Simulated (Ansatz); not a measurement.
**Lattice dynamics of BaHfO₃**

BaHfO₃ in the perovskite structure, relaxed with PBEsol.

```
Ba Hf O
1.0
     4.15834    0.00000    0.00000
     0.00000    4.15834    0.00000
     0.00000    0.00000    4.15834
Ba Hf O
1 1 3
Cartesian
  0.0000 0.0000 0.0000
  2.0792 2.0792 2.0792
  2.0792 2.0792 0.0000
  2.0792 0.0000 2.0792
  0.0000 2.0792 2.0792
```

Settings of the Ansatz calculation: PBEsol; Ansatz hand-made PAW at 930 eV; k mesh 4×4×4; fixed occupations; no spin. Harmonic phonons by linear response, frequencies in cm⁻¹, imaginary ones marked i; at Γ the three translations are left out and no LO–TO term is added.

Caveats: coarse k mesh; the program warns that the mesh is coarse for the field response.

(1) What are the zone-centre optical modes, and is any unstable?

(2) Predict ε∞ and the diagonal parts of the Born charges.

(3) How high does the top LO mode lie once the non-analytic term is added?

Answers

(1) 97 (×3), 171 (×3), 185 (×3), 523 (×3) cm⁻¹. None is unstable.

(2) ε∞ = 4.73. Born charges in e: Ba 2.77; Hf 5.88; O (-2.03, -2.03, -4.60); O (-2.03, -4.60, -2.03); O (-4.60, -2.03, -2.03).

(3) 682 cm⁻¹.

Time of the run on a server CPU (model not recorded), shared host: about 4.4 min of wall time (3.2 cores busy on average), 1.3 GiB of host memory.
